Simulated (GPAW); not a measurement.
Crystal: C.

```xyz
2
Lattice="0.0000 1.7834 1.7834 1.7834 0.0000 1.7834 1.7834 1.7834 0.0000" Properties=species:S:1:pos:R:3 pbc="T T T"
C     2.6751    2.6751    2.6751
C     1.7834    1.7834    1.7834
```

This isn't the form of C at room conditions, which is graphite.

Base run:

- Program: GPAW 26.7.0
- Functional: r4SCAN
- Potentials or basis: GPAW PAW data sets (gpaw-data 1.2.1)
- Cutoff: 800 eV
- Basis: pw
- k mesh: 10 × 10 × 10
- Occupations: fermi-dirac, width 0.05 eV
- Spin: no spin polarisation

Its results: band gap on the k mesh 4.46 eV, indirect (least direct gap 6.02 eV).

Q: The run is repeated on the same cell with these changes: functional from r4SCAN to vdW-DF2; band points from 100 to 60. What comes out?

A: Band gap on the k mesh 4.71 eV, indirect (least direct gap 5.82 eV).

A k mesh can miss the band edges.
